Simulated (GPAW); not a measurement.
Ni in GPAW: the effect of functional

The system is Ni.

```
Ni
1.0
    -1.38372    1.38372    1.38372
     1.38372   -1.38372    1.38372
     1.38372    1.38372   -1.38372
Ni
1
Direct
  0.00000 0.00000 0.00000
```

This isn't the form of Ni at room conditions, which is fcc.

Alike in all runs:

| Quantity | Value |
| --- | --- |
| Program | GPAW 26.7.0 |
| Task | hyperfine couplings |
| Cutoff | 510 eV |
| Basis | pw |
| k mesh | 13 × 13 × 13 |
| Occupations | fermi-dirac, width 0.05 eV |
| Spin | collinear spin, ferromagnetic start |
| Starting moments | [1.0] μB |

```csv
functional,potentials or basis,pressure (GPa),moment (μB)
LDA,the program's PAW data sets (release 1.2.1) made for this functional,?,?
PBEsol,PAW data sets generated in the run's folder for this functional,0.1,0.58
RPBE,the program's PAW data sets (release 1.2.1) made for this functional,16.2,0.59
AM05,PAW data sets generated in the run's folder for this functional,-1.0,0.59
WC,PAW data sets generated in the run's folder for this functional,0.8,0.57
revPBE,the program's PAW data sets (release 1.2.1) made for this functional,14.5,0.59
BLYP,PAW data sets generated in the run's folder for this functional,18.4,0.54
```

Question: What does the run with functional LDA give?

Answer: Pressure -8.8 GPa; moment 0.53 μB.

Caveats: the cutoff is short for stress and forces, so pressures can be off by a GPa or more; the dipolar part lacks the spin inside other atoms' spheres; the stock nickel data set gives pressures a few GPa off other programs.

Runs at the PBE level aren't shown here.
